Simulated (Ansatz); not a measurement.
## FeO under changes of volume

One of the cells (10.013 Å³/atom); the others are scaled copies at fixed shape and fractional positions:

```
CELL_PARAMETERS angstrom
0.00000 2.15540 2.15540
2.15540 0.00000 2.15540
2.15540 2.15540 0.00000
ATOMIC_POSITIONS crystal
Fe 0.00000 0.00000 0.00000
O 0.50000 0.50000 0.50000
```

| Item | Value |
| --- | --- |
| Program | Ansatz 0.2.0 |
| Functional | PBE |
| Potentials or basis | Ansatz PAW |
| Cutoff | 420 eV (not typed: the program's choice for these potentials) |
| k mesh | 11 × 11 × 11 |
| Occupations | fermi-dirac, width 0.05 eV |
| Spin | collinear spin, ferromagnetic start |
| Starting moments | [3.0, 0.0] μB |

```csv
volume (Å³/atom),energy over the lowest point (meV/atom),pressure (GPa)
9.413,22.14,12.9
9.613,9.16,8.0
9.813,2.00,3.7
10.013,0.00,-0.2
10.214,2.52,-3.7
10.414,?,?
10.614,19.65,-9.6
```

**Question.** What does the run at 10.414 Å³/atom give?

**Answer.** Energy over the lowest point 9.19 meV/atom; pressure -6.8 GPa.

Worked out: A Birch-Murnaghan fit of order 3 (a polynomial in V^(-2/3)) to the other rows has its minimum at 10.00 Å³/atom with B0 = V·E''(V) = 186 GPa and B' = 4.6. It gives 9.26 meV/atom at 10.414 Å³/atom, against the run's 9.19, and -dE/dV = -6.9 GPa, against -6.8.

Energies are extrapolated to zero smearing.

Caveats: a cell with one magnetic atom can't hold antiferromagnetic order, which such compounds often take.
